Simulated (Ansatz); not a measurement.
**Cobalt, beta-Sn type under RPBE: from relaxation to bulk modulus, part 1 of 2**

Aim: take cobalt in the beta-Sn type structure, relax it, solve it on a dense k-mesh, then scale the cell to 7 volumes from 88 to 112 % of the relaxed one and try a fit of the equation of state. The start is ferromagnetic. The k-meshes are 15×15×10 for the relaxation; 27×27×13 for the dense run; 18×18×9 for the volumes.

Program: Ansatz 0.2.0. Level of theory: DFT RPBE, plane waves (420 eV) with PAW, scalar-relativistic; PAW files made under PBE, frozen cores solved again for the functional. These are calculated values, not measurements.

## Step 1: Starting point

Symmetry: I4_1/amd, No. 141, tetragonal system. Conventional cell: a = 4.400 Å, b = 4.400 Å, c = 2.402 Å, α = 90.00°, β = 90.00°, γ = 90.00°. Co (site symmetry -4m2) has 6 Co at 2.28 to 2.40 Å as nearest neighbours.

Structure file:

```xyz
2
Lattice="-2.2000 2.2000 1.2012 2.2000 -2.2000 1.2012 2.2000 2.2000 -1.2012" Properties=species:S:1:pos:R:3 pbc="T T T"
Co    0.0000    0.0000    0.0000
Co    0.0000    2.2000    0.6006
```

The atoms start with moments of +1.7 ×2 μB.

## Step 2: Relaxing cell and atoms

input.yaml reads:

```yaml
crystal:
  lattice:
    - [-2.1999784191, 2.1999784191, 1.2011882168]
    - [2.1999784191, -2.1999784191, 1.2011882168]
    - [2.1999784191, 2.1999784191, -1.2011882168]
  atoms:
    - { symbol: Co, position: [0.0, 0.0, 0.0], spin: 1.7 }
    - { symbol: Co, position: [0.75, 0.25, 0.5], spin: 1.7 }
hamiltonian:
  xc: rpbe
  pseudopotentials:
    kind: paw
    azcp:
      Co: "pseudopotentials/Co.paw.azcp"
basis:
  ecutwfc: 420
  fft_grid_basis: typed
kpoints:
  mp_grid: { grid: [15, 15, 10], shift: [0, 0, 0] }
magnetization:
  spin_polarized: true
scf:
  occupations: { method: fermi_dirac, width: 0.05 }
relax:
  max_steps: 60
  f_tol: 0.01
  cell: {}
```

Output:

```text
Warning: crystal.symmetry: narrowed to the stabiliser of the k-point mesh — unitary ops 16 → 4; excluded 12 operations that carry a point of the 15×15×10 mesh (shift [0, 0, 0]) off the mesh (the run samples exactly the mesh kpoints.mp_grid names, as under crystal.symmetry.detect: false, and its converged state has the mesh's symmetry, not the crystal's; ε∞, the Born charges and the force constants of a linear response (`dielectric:` by the response, `phonons.method: dfpt`) are averaged over those of the crystal's operations that the state keeps within a tolerance, where `mesh_tensors`, `unaveraged_element` or `gamma_mean_max_change_ev_ang2` stands beside them; a row that `dielectric.field_direction` solves alone is averaged likewise, with nothing beside; a Γ-centred mesh of equal divisions is mapped onto itself by every operation and keeps the whole group, as does a half-shifted one under kpoints.further_shifts: images)
Warning: RAYON_NUM_THREADS=2 ignored (pool sized by the plan → 2); use --threads N
Engine: ansatz 0.2.0, aarch64-unknown-linux-gnu
Pseudopotentials: kind: paw
Pseudopotential: Co, paw, valence charge 17, recommended cutoff 420 eV (normal), <dir>
Functional definition: RPBE
  parameter kappa = 0.804
  parameter beta = 0.06672455060314922
  exchange = rpbe_x(kappa = kappa, mu = beta*pi^2/3)
  correlation = pbe_c(beta = beta)
Crystal: 2 atoms, lattice volume = 23.255 Å³
Basis set: ecut = 420 eV, 453 PW (Γ), exchange–correlation on 48×48×48 points (8 copies of the dense FFT grid, shifted against one another)
Bands: 23, of which v1, the nominal top of the filled ones, is band 17 counted from 1 (16 counted from 0)
Symmetry: 4 space group operations
k-points: 608 of 2250
Non-local potential: Co, projectors of the file, l = 0: 3, l = 1: 2, l = 2: 3, l = 3: 1
PAW form: soft (Blöchl's): semilocal exchange-correlation on the pseudo side does not see the compensation charge
PAW frozen core: Co, regenerated for the run's functional, and the local potential with it (the file was generated under x = pbe(κ = 0.804, μ = 0.2195149727645171), c = pbe(β = 0.06672455060314922))
PAW one-centre angular grid: Co, 590 points (default); XC on 64 Gauss nodes
Initial density: superposition of atomic densities (chi_scale 0.1, normalization cell)
Starting moments: Σ|m| = 3.4 μB on 2 of 2 sites
Initial wavefunctions: pseudopotential atomic-orbital guess
Functional: x = rpbe, c = pbe(β = 0.06672455060314922)
iter 1 solved again at ethr=3.07e-3 eV; its pass at ethr=3.10e-3 eV (dr2=1.04e0 eV) is discarded
SCF iter   1: F=—  HF=-10259.497346 eV  |F-HF|=—  |Δ(HF+E_count)|=         —  Δρ=8.60e-2 (↑1.21e-2 ↓8.60e-2)  dr2=1.04e0  dr2_m=3.78e-1  M=3.503 μB ∫|m|=3.553 μB  β_m=0.30  ethr=3.07e-3  ⟨swp⟩=1.0  Hψ=143162  notcnv=0
Mixer restart at iter 1: flushing history
preconditioner: auto → none  [metal: Δε(μ)=0.001 eV  Ē_g=8.238 eV  σ=0.050 eV  W_gap=0.00  n_scr=8 (ndim 8)  ℏωp=32.7 eV  f_vac=0.000  D(μ)=3.29/eV (n_scr^D=52)  sad-step TF]
SCF iter   2: F=—  HF=-10259.432526 eV  |F-HF|=—  |Δ(HF+E_count)|=   6.48e-2  Δρ=4.49e-2 (↑3.36e-2 ↓4.49e-2)  dr2=4.43e-2  dr2_m=3.14e-1  M=3.565 μB ∫|m|=3.638 μB  β_m=0.43  ethr=3.07e-3  ⟨swp⟩=2.2  Hψ=39580  notcnv=0
SCF iter   3: F=—  HF=-10260.377078 eV  |F-HF|=—  |Δ(HF+E_count)|=         —  Δρ=3.63e-2 (↑3.63e-2 ↓2.94e-2)  dr2=1.49e-2  dr2_m=2.23e-1  M=3.685 μB ∫|m|=3.806 μB  β_m=0.43  ethr=1.30e-4  ⟨swp⟩=2.4  Hψ=55370  notcnv=0  defer=145
Mixer restart at iter 3: flushing history
SCF iter   4: F=—  HF=-10260.711144 eV  |F-HF|=—  |Δ(HF+E_count)|=   3.34e-1  Δρ=2.21e-2 (↑2.21e-2 ↓1.43e-2)  dr2=1.56e-2  dr2_m=6.73e-2  M=3.649 μB ∫|m|=3.795 μB  β_m=0.72  ethr=4.38e-5  ⟨swp⟩=2.5  Hψ=51906  notcnv=0  defer=294
SCF iter   5: F=—  HF=-10260.981871 eV  |F-HF|=—  |Δ(HF+E_count)|=   2.71e-1  Δρ=5.01e-3 (↑5.01e-3 ↓2.65e-3)  dr2=4.42e-3  dr2_m=5.77e-4  M=3.578 μB ∫|m|=3.772 μB  β_m=0.68  ethr=4.38e-5  ⟨swp⟩=2.5  Hψ=58133  notcnv=0  defer=310
SCF iter   6: F=—  HF=-10260.982045 eV  |F-HF|=—  |Δ(HF+E_count)|=   1.74e-4  Δρ=6.54e-3 (↑5.39e-3 ↓6.54e-3)  dr2=1.90e-2  dr2_m=2.25e-4  M=3.562 μB ∫|m|=3.761 μB  β_m=0.53  ethr=1.30e-5  ⟨swp⟩=2.0  Hψ=61595  notcnv=0  defer=325  recentre
SCF iter   7: F=—  HF=-10260.982198 eV  |F-HF|=—  |Δ(HF+E_count)|=   1.53e-4  Δρ=6.31e-4 (↑6.31e-4 ↓6.29e-4)  dr2=1.94e-4  dr2_m=2.21e-5  M=3.560 μB ∫|m|=3.762 μB  β_m=0.76  ethr=1.30e-5  ⟨swp⟩=2.1  Hψ=56470  notcnv=0  defer=325
SCF iter   8: F=—  HF=-10260.983281 eV  |F-HF|=—  |Δ(HF+E_count)|=   1.08e-3  Δρ=5.57e-4 (↑2.63e-4 ↓5.57e-4)  dr2=8.44e-5  dr2_m=1.06e-5  M=3.554 μB ∫|m|=3.759 μB  β_m=0.88  ethr=5.70e-7  ⟨swp⟩=2.0  Hψ=41325  notcnv=0  defer=313
SCF iter   9: F=—  HF=-10260.983375 eV  |F-HF|=—  |Δ(HF+E_count)|=   9.42e-5  Δρ=2.34e-5 (↑8.73e-6 ↓2.34e-5)  dr2=9.11e-8  dr2_m=3.19e-8  M=3.551 μB ∫|m|=3.758 μB  β_m=0.94  ethr=2.48e-7  ⟨swp⟩=2.1  Hψ=39978  notcnv=0  defer=300
SCF iter  10: F=—  HF=-10260.983376 eV  |F-HF|=—  |Δ(HF+E_count)|=   2.14e-7  Δρ=1.77e-5 (↑1.12e-5 ↓1.77e-5)  dr2=1.17e-7  dr2_m=4.40e-9  M=3.551 μB ∫|m|=3.758 μB  β_m=0.77  ethr=2.68e-10  ⟨swp⟩=2.2  Hψ=49955  notcnv=0  defer=300
SCF iter  11: F=-10260.983376 eV  HF=-10260.983376 eV  |F-HF|=2.92e-8  |Δ(HF+E_count)|=   2.40e-8  Δρ=1.17e-5 (↑6.56e-6 ↓1.17e-5)  dr2=3.72e-8  dr2_m=2.19e-9  M=3.551 μB ∫|m|=3.758 μB  ethr=2.68e-10  ⟨swp⟩=2.3  Hψ=89868  notcnv=0
SCF 1 converged in 11 iterations: F = -10260.983376 eV  dr2 = 3.72e-8
relax step   1: F+E_penalty+E_count = -10260.98337553 eV  Δ(F+E_penalty+E_count) = +0.000e0 eV  max|allowed force component| = 7.980e-4 eV/Å  Δτ_max = 0.0000 Å  P = +12.779 GPa  Ω = 23.255 Å³  (11 SCF iters, dr2 threshold 1.00e-7 eV, accepted)
[... from here on, the SCF cycles and remarks between the steps are left out ...]
relax step   2: F+E_penalty+E_count = -10261.03584394 eV  Δ(F+E_penalty+E_count) = -5.247e-2 eV  max|allowed force component| = 1.215e-3 eV/Å  Δτ_max = 0.0001 Å  P = +5.696 GPa  Ω = 24.108 Å³  energy of the carried Pulay correction = -9.167e-4 eV  (9 SCF iters, dr2 threshold 2.00e-7 eV, accepted)
relax step   3: F+E_penalty+E_count = -10261.05423456 eV  Δ(F+E_penalty+E_count) = -1.839e-2 eV  max|allowed force component| = 9.864e-4 eV/Å  Δτ_max = 0.0004 Å  P = +0.446 GPa  Ω = 24.862 Å³  energy of the carried Pulay correction = -1.705e-3 eV  (8 SCF iters, dr2 threshold 2.00e-7 eV, accepted)
relax step   4: F+E_penalty+E_count = -10261.05535586 eV  Δ(F+E_penalty+E_count) = -1.121e-3 eV  max|allowed force component| = 3.432e-3 eV/Å  Δτ_max = 0.0039 Å  P = +0.607 GPa  Ω = 24.836 Å³  energy of the carried Pulay correction = -1.681e-3 eV  (7 SCF iters, dr2 threshold 2.00e-7 eV, accepted)
relax step   5: F+E_penalty+E_count = -10261.06101441 eV  Δ(F+E_penalty+E_count) = -5.659e-3 eV  max|allowed force component| = 8.526e-3 eV/Å  Δτ_max = 0.0170 Å  P = +0.791 GPa  Ω = 24.728 Å³  energy of the carried Pulay correction = -1.585e-3 eV  (8 SCF iters, dr2 threshold 2.00e-7 eV, accepted)
relax step   6: F+E_penalty+E_count = -10261.07130770 eV  Δ(F+E_penalty+E_count) = -1.029e-2 eV  max|allowed force component| = 1.451e-2 eV/Å  Δτ_max = 0.0144 Å  P = +0.136 GPa  Ω = 24.553 Å³  energy of the carried Pulay correction = -1.419e-3 eV  (7 SCF iters, dr2 threshold 2.00e-7 eV, accepted)
relax step   7: F+E_penalty+E_count = -10261.10451878 eV  Δ(F+E_penalty+E_count) = -3.321e-2 eV  max|allowed force component| = 5.230e-2 eV/Å  Δτ_max = 0.0123 Å  P = -2.341 GPa  Ω = 24.186 Å³  energy of the carried Pulay correction = -1.047e-3 eV  (8 SCF iters, dr2 threshold 2.00e-7 eV, accepted)
relax step   8: F+E_penalty+E_count = -10261.22273660 eV  Δ(F+E_penalty+E_count) = -1.182e-1 eV  max|allowed force component| = 9.029e-2 eV/Å  Δτ_max = 0.0091 Å  P = -2.201 GPa  Ω = 23.586 Å³  energy of the carried Pulay correction = -4.019e-4 eV  (8 SCF iters, dr2 threshold 2.00e-7 eV, accepted)
relax step   9: F+E_penalty+E_count = -10261.34466509 eV  Δ(F+E_penalty+E_count) = -1.219e-1 eV  max|allowed force component| = 1.224e-1 eV/Å  Δτ_max = 0.0136 Å  P = -2.460 GPa  Ω = 22.912 Å³  energy of the carried Pulay correction = +3.382e-4 eV  (9 SCF iters, dr2 threshold 2.00e-7 eV, accepted)
relax step  10: F+E_penalty+E_count = -10261.46229953 eV  Δ(F+E_penalty+E_count) = -1.176e-1 eV  max|allowed force component| = 3.187e-2 eV/Å  Δτ_max = 0.0262 Å  P = +1.339 GPa  Ω = 22.080 Å³  energy of the carried Pulay correction = +1.286e-3 eV  (8 SCF iters, dr2 threshold 2.00e-7 eV, accepted)
relax step  11: F+E_penalty+E_count = -10261.49293856 eV  Δ(F+E_penalty+E_count) = -3.064e-2 eV  max|allowed force component| = 2.038e-2 eV/Å  Δτ_max = 0.0122 Å  P = -3.222 GPa  Ω = 21.693 Å³  energy of the carried Pulay correction = +1.737e-3 eV  (8 SCF iters, dr2 threshold 2.00e-7 eV, accepted)
relax step  12: F+E_penalty+E_count = -10261.49668844 eV  Δ(F+E_penalty+E_count) = -3.750e-3 eV  max|allowed force component| = 1.796e-1 eV/Å  Δτ_max = 0.0230 Å  P = +2.202 GPa  Ω = 22.103 Å³  energy of the carried Pulay correction = +1.284e-3 eV  (8 SCF iters, dr2 threshold 2.00e-7 eV, accepted)
relax step  13: F+E_penalty+E_count = -10261.47317281 eV  Δ(F+E_penalty+E_count) = +2.352e-2 eV  max|allowed force component| = 1.449e-1 eV/Å  Δτ_max = 0.0570 Å  P = +3.088 GPa  Ω = 22.162 Å³  energy of the carried Pulay correction = +1.192e-3 eV  (8 SCF iters, dr2 threshold 2.00e-7 eV, rejected (line search))
relax step  14: F+E_penalty+E_count = -10261.51936048 eV  Δ(F+E_penalty+E_count) = -2.267e-2 eV  max|allowed force component| = 3.694e-2 eV/Å  Δτ_max = 0.0697 Å  P = +0.330 GPa  Ω = 22.097 Å³  energy of the carried Pulay correction = +1.276e-3 eV  (11 SCF iters, accepted)
relax step  15: F+E_penalty+E_count = -10261.52094826 eV  Δ(F+E_penalty+E_count) = -1.588e-3 eV  max|allowed force component| = 4.175e-3 eV/Å  Δτ_max = 0.0109 Å  P = -0.007 GPa  Ω = 22.048 Å³  energy of the carried Pulay correction = +1.327e-3 eV  (6 SCF iters, dr2 threshold 2.00e-7 eV, accepted)
relax step  16: F+E_penalty+E_count = -10261.52098152 eV  Δ(F+E_penalty+E_count) = -3.325e-5 eV  max|allowed force component| = 6.289e-4 eV/Å  Δτ_max = 0.0028 Å  P = +0.026 GPa  Ω = 22.037 Å³  energy of the carried Pulay correction = +1.338e-3 eV  (6 SCF iters, dr2 threshold 9.68e-8 eV, accepted)
relax step  17: F+E_penalty+E_count = -10261.69221059 eV  Δ(F+E_penalty+E_count) = -1.712e-1 eV  max|allowed force component| = 1.059e-4 eV/Å  Δτ_max = 0.0000 Å  P = +10.967 GPa  Ω = 22.037 Å³  stress off target by 2.87e1 GPa  SCF on the basis re-selected at this cell (its energy is not comparable with the rows above)  (11 SCF iters)
relax step  18: F+E_penalty+E_count = -10261.81797715 eV  Δ(F+E_penalty+E_count) = -1.258e-1 eV  max|allowed force component| = 5.800e-4 eV/Å  Δτ_max = 0.0009 Å  P = +4.979 GPa  Ω = 22.414 Å³  energy of the carried Pulay correction = -4.473e-4 eV  (8 SCF iters, dr2 threshold 2.00e-7 eV, accepted)
relax step  19: F+E_penalty+E_count = -10261.87399102 eV  Δ(F+E_penalty+E_count) = -5.601e-2 eV  max|allowed force component| = 1.143e-3 eV/Å  Δτ_max = 0.0101 Å  P = +0.670 GPa  Ω = 22.679 Å³  energy of the carried Pulay correction = -7.702e-4 eV  (8 SCF iters, dr2 threshold 2.00e-7 eV, accepted)
relax step  20: F+E_penalty+E_count = -10261.88629665 eV  Δ(F+E_penalty+E_count) = -1.231e-2 eV  max|allowed force component| = 7.363e-3 eV/Å  Δτ_max = 0.0422 Å  P = -0.129 GPa  Ω = 22.690 Å³  energy of the carried Pulay correction = -7.893e-4 eV  (7 SCF iters, dr2 threshold 2.00e-7 eV, accepted)
relax step  21: F+E_penalty+E_count = -10261.92897534 eV  Δ(F+E_penalty+E_count) = -4.268e-2 eV  max|allowed force component| = 3.370e-2 eV/Å  Δτ_max = 0.0710 Å  P = -2.507 GPa  Ω = 22.710 Å³  energy of the carried Pulay correction = -8.150e-4 eV  (7 SCF iters, dr2 threshold 2.00e-7 eV, accepted)
relax step  22: F+E_penalty+E_count = -10261.98678077 eV  Δ(F+E_penalty+E_count) = -5.781e-2 eV  max|allowed force component| = 1.710e-2 eV/Å  Δτ_max = 0.0685 Å  P = -3.343 GPa  Ω = 22.404 Å³  energy of the carried Pulay correction = -4.707e-4 eV  (8 SCF iters, dr2 threshold 2.00e-7 eV, accepted)
relax step  23: F+E_penalty+E_count = -10261.99275742 eV  Δ(F+E_penalty+E_count) = -5.977e-3 eV  max|allowed force component| = 1.644e-2 eV/Å  Δτ_max = 0.0384 Å  P = +3.874 GPa  Ω = 21.553 Å³  energy of the carried Pulay correction = +5.137e-4 eV  (7 SCF iters, dr2 threshold 2.00e-7 eV, accepted)
relax step  24: F+E_penalty+E_count = -10261.99860747 eV  Δ(F+E_penalty+E_count) = -5.850e-3 eV  max|allowed force component| = 3.354e-3 eV/Å  Δτ_max = 0.0141 Å  P = +0.099 GPa  Ω = 21.924 Å³  energy of the carried Pulay correction = +7.987e-5 eV  (8 SCF iters, dr2 threshold 2.00e-7 eV, accepted)
relax step  25: F+E_penalty+E_count = -10261.99867119 eV  Δ(F+E_penalty+E_count) = -6.372e-5 eV  max|allowed force component| = 1.029e-3 eV/Å  Δτ_max = 0.0010 Å  P = +0.070 GPa  Ω = 21.942 Å³  energy of the carried Pulay correction = +5.854e-5 eV  (5 SCF iters, dr2 threshold 2.00e-7 eV, accepted)
relax step  26: F+E_penalty+E_count = -10261.99866878 eV  Δ(F+E_penalty+E_count) = +2.411e-6 eV  max|allowed force component| = 8.035e-5 eV/Å  Δτ_max = 0.0005 Å  P = +0.001 GPa  Ω = 21.947 Å³  energy of the carried Pulay correction = +5.324e-5 eV  (5 SCF iters, dr2 threshold 3.43e-8 eV, accepted)
relax step  27: F+E_penalty+E_count = -10262.05256870 eV  Δ(F+E_penalty+E_count) = -5.390e-2 eV  max|allowed force component| = 7.600e-3 eV/Å  Δτ_max = 0.0000 Å  P = +4.211 GPa  Ω = 21.947 Å³  stress off target by 1.13e1 GPa  SCF on the basis re-selected at this cell (its energy is not comparable with the rows above)  (9 SCF iters)
relax step  28: F+E_penalty+E_count = -10262.08076470 eV  Δ(F+E_penalty+E_count) = -2.820e-2 eV  max|allowed force component| = 2.909e-5 eV/Å  Δτ_max = 0.0268 Å  P = +1.458 GPa  Ω = 22.189 Å³  energy of the carried Pulay correction = -2.663e-4 eV  (7 SCF iters, dr2 threshold 2.00e-7 eV, accepted)
relax step  29: F+E_penalty+E_count = -10262.08777113 eV  Δ(F+E_penalty+E_count) = -7.006e-3 eV  max|allowed force component| = 8.371e-5 eV/Å  Δτ_max = 0.0118 Å  P = -0.121 GPa  Ω = 22.336 Å³  energy of the carried Pulay correction = -4.264e-4 eV  (7 SCF iters, dr2 threshold 2.00e-7 eV, accepted)
relax step  30: F+E_penalty+E_count = -10262.08779425 eV  Δ(F+E_penalty+E_count) = -2.312e-5 eV  max|allowed force component| = 3.309e-5 eV/Å  Δτ_max = 0.0000 Å  P = +0.006 GPa  Ω = 22.322 Å³  energy of the carried Pulay correction = -4.113e-4 eV  (6 SCF iters, dr2 threshold 8.19e-8 eV, accepted)
relax step  31: F+E_penalty+E_count = -10262.08883207 eV  Δ(F+E_penalty+E_count) = -1.038e-3 eV  max|allowed force component| = 1.776e-4 eV/Å  Δτ_max = 0.0000 Å  P = +0.139 GPa  Ω = 22.322 Å³  stress off target by 3.41e-1 GPa  SCF on the basis re-selected at this cell (its energy is not comparable with the rows above)  (10 SCF iters)
relax step  32: F+E_penalty+E_count = -10262.08884370 eV  Δ(F+E_penalty+E_count) = -1.162e-5 eV  max|allowed force component| = 2.068e-5 eV/Å  Δτ_max = 0.0006 Å  P = -0.010 GPa  Ω = 22.339 Å³  energy of the carried Pulay correction = -1.801e-5 eV  (5 SCF iters, dr2 threshold 2.00e-7 eV, accepted)
relax step  33: F+E_penalty+E_count = -10262.08886098 eV  Δ(F+E_penalty+E_count) = -1.728e-5 eV  max|allowed force component| = 2.206e-5 eV/Å  Δτ_max = 0.0000 Å  P = -0.009 GPa  Ω = 22.339 Å³  stress off target by 1.10e-2 GPa  SCF on the basis re-selected at this cell (its energy is not comparable with the rows above)  (6 SCF iters)
basis re-selected at this cell: Δ(F+E_penalty+E_count) = -1.728e-5 eV, ΔP = +0.001 GPa vs the last step (what re-selecting the basis moved, of the pressure what is left beyond the Pulay correction that the steps carried, after the strain that the cell walked since its last selection, with what the two solves' SCF thresholds leave and, on support functions, any second-order correction that the steps lacked; it is no measure of the basis error at this ecutwfc). The dense FFT grid was sized anew with the basis: this SCF ran on 18×18×36 points, the steps before it on 18×18×32, so part of this shift can come from that change (see relax.cell in the input reference). This SCF's stress stands 1.10e-2 GPa from its target on what of the cell is left free (relax.cell.stress_tol is 5.00e-2 GPa) and its largest allowed force component is 2.21e-5 eV/Å (relax.f_tol is 1.00e-2 eV/Å): within both
SCF converged after 6 iterations
Magnetization: 3.2863 μB (18.6432 up, 15.3568 down)
Absolute magnetization: 3.6738 μB (∫|ρ↑−ρ↓|, with the PAW one-centre terms)
Spin contamination: 0.0685 ħ² per cell (⟨S²⟩ above its minimum at these occupations)
Per-site moments (μB) at R_I (Å): [(1.7311429351206307, 1.0320143267344424), (1.7311429351206304, 1.0320143267344424)]
Free energy (F): -10262.088861 eV
Harris-Foulkes:  -10262.088861 eV  (|F-HF|=3.64e-12)
Internal energy: -10262.074467 eV  (E = F + TS)
E sigma→0 (E₀):  -10262.081664 eV
Entropy (-TS):   -0.014394 eV (-7.197 meV/atom)
Fermi energy:    18.202802 eV
--- Per-component energies (eV) ---
  E_band       = -505.595249
  E_kinetic    = 905.206800
  E_local      = -5746.928657  (includes V_loc(G=0)·N_el)
  E_nonlocal   = 907.150048
  E_hartree    = 2407.233715
  E_xc         = -317.780479
  E_vxc        = -409.380493  (∫ρ·V_xc dr)
  E_paw        = -3040.070079  (= ΣΔE_a)
  E_vpaw       = -976.110797  (= ΣTr[D̂ρ^β])
  E_aug_tail   = 0.000211  (compensation charges beyond the density's cutoff)
  E_ewald      = -5376.793386
  E_core_change = -0.092639  (= ΣΔE_core)
  E_smearing   = -0.014394  (= −TS)
  E_closure    = -0.000000  (closes the sum)
  Σ components = -10262.088861   (vs F -10262.088861, Δ=0.00e0)
--- Forces (eV/Å), atoms counted from 1 ---
  atom   1  Co     0.00002206    -0.00002206    -0.00000000
  atom   2  Co    -0.00002206     0.00002206     0.00000000
  max |Σ_I F_I| component: 0.00e0 eV/Å
--- Stress (GPa, compression-positive) ---
       -0.009689       0.001019      -0.002144
        0.001019      -0.009689      -0.002144
       -0.002144      -0.002144      -0.006940
  P = ⅓ Tr σ = -0.0088 GPa (-0.088 kbar)
--- Relaxed structure (29 steps of the walk, 28 accepted, 4 SCFs on fresh bases) ---
  F+E_penalty+E_count = -10262.08886098 eV   max|allowed force component| = 2.206e-5 eV/Å   (the final SCF, on the basis selected at the relaxed cell)
  cell:  # Å, volume = 22.3388 Å³
    - [-1.6909795631543005, 1.3905467738941195, 1.2397807638592697]
    - [1.39054677389412, -1.6909795631543, 1.2397807638592697]
    - [3.1404900417996986, 3.140490041799698, -1.7900239676455953]
  atoms:
    - { symbol: Co, position: [-0.04155846917938913, 0.04155846917938912, -6.938893903907228e-18] }
    - { symbol: Co, position: [0.7915584691793891, 0.2084415308206109, 0.5] }
```

Run time: 12 min. Hardware: 2 threads of an Arm CPU, shared host; peak memory 0.74 GiB.

Step by step:

```
step  energy change (meV/atom)  largest force (eV/Å)  pressure (GPa)  volume (Å³/atom)  accepted
   1                      0.00                0.0008           12.78            11.627       yes
   3                    -35.43                0.0010            0.45            12.431       yes
   5                    -38.82                0.0085            0.79            12.364       yes
   7                    -60.57                0.0523           -2.34            12.093       yes
   9                   -180.64                0.1224           -2.46            11.456       yes
  11                   -254.78                0.0204           -3.22            10.846       yes
  13                   -244.90                0.1449            3.09            11.081        no
  15                   -268.79                0.0042           -0.01            11.024       yes
  17                   -354.42                0.0001           10.97            11.019       yes
  19                   -445.31                0.0011            0.67            11.340       yes
  21                   -472.80                0.0337           -2.51            11.355       yes
  23                   -504.69                0.0164            3.87            10.777       yes
  25                   -507.65                0.0010            0.07            10.971       yes
  27                   -534.60                0.0076            4.21            10.973       yes
  29                   -552.20                0.0001           -0.12            11.168       yes
  31                   -552.73                0.0002            0.14            11.161       yes
  33                   -552.74                0.0000           -0.01            11.169       yes
```

Steps that repeat a cell are solved on a basis chosen anew, so their changes of energy are no gain of the relaxation.

Changes in the cell that was computed:

|  | before | after | change |
| --- | --- | --- | --- |
| a (Å) | 3.335 | 2.516 | -24.6 % |
| b (Å) | 3.335 | 2.516 | -24.6 % |
| c (Å) | 3.335 | 4.788 | +43.6 % |
| α (°) | 97.45 | 105.22 | +8.0 % |
| β (°) | 97.45 | 105.22 | +8.0 % |
| γ (°) | 137.78 | 120.01 | -12.9 % |
| volume (Å³/atom) | 11.627 | 11.169 | -3.9 % |
| shortest distance (Å) | 2.280 | 2.502 | +9.7 % |
| space group (spins left aside) | I4_1/amd | P6_3/mmc | changed |

(Continued in part 2 of 2.)
